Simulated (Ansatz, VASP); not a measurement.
## Two plane-wave programs on Ge

```
Ge
1.0
     0.00000    2.76331    4.94901
     2.56479    0.00466    4.94639
     2.56479    2.75865    0.00263
Ge
4
Direct
  0.77669 0.78508 0.21492
  0.22331 0.21492 0.78508
  0.27202 0.73280 0.26720
  0.72798 0.26720 0.73280
```

Alike in both runs: task single point; functional PBE; k mesh 12 × 12 × 12; occupations gaussian, width 0.1 eV; no spin polarisation.

```csv
,VASP,Ansatz
version,VASP 6.6.1,Ansatz 0.2.0
potentials or method,"VASP PAW PBE potentials, release 64 (Ge_d)","scalar-relativistic, plane waves, PAW"
plane-wave cutoff (eV),520,420
valence electrons in the cell,56,56
```

Ansatz gave:

```
gap on the k mesh at the Fermi level (eV)       : none
pressure (GPa)                                  : 9.0
largest component of the traceless stress (GPa) : 1.59
rms of the force components (eV/Å)              : 0.145
```

Q: Estimate VASP's values.

A: gap on the k mesh at the Fermi level (eV): none; pressure (GPa): 9.0; largest component of the traceless stress (GPa): 1.59; rms of the force components (eV/Å): 0.146.

Atom by atom the forces differ by 0.001 eV/Å (rms over components). A gap of «none» marks a metal or a gap that the smearing closes. The functional is the same, so the differences come from potentials, cutoffs and numerics.
